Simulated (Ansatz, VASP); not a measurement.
## One calculation of Mg, two programs

```xyz
1
Lattice="0.0000 2.3565 2.2443 2.3565 0.0000 2.2443 2.3565 2.3565 0.0000" Properties=species:S:1:pos:R:3 pbc="T T T"
Mg    0.0000    0.0000    0.0000
```

Change from the starting cell: strain +0.050 along x and y, +0.000 along z, atoms carried along.

Alike in both runs: task single point; functional LDA; k mesh 18 × 18 × 18; occupations gaussian, width 0.15 eV; no spin polarisation.

|  | VASP | Ansatz |
| --- | --- | --- |
| version | VASP 6.6.1 | Ansatz 0.2.0 |
| potentials or method | VASP PAW LDA potentials, release 64 (Mg) | scalar-relativistic, plane waves, PAW |
| plane-wave cutoff (eV) | 520 | 420 |
| valence electrons in the cell | 2 | 10 |

Ansatz gave:

* gap on the k mesh at the Fermi level (eV): none
* pressure (GPa): -4.0
* largest component of the traceless stress (GPa): 0.33

Task: Estimate VASP's values.

Result: gap on the k mesh at the Fermi level (eV): none; pressure (GPa): -4.3; largest component of the traceless stress (GPa): 0.33.

A gap of «none» marks a metal or a gap that the smearing closes. The two sets of potentials don't hold the same shells in valence.
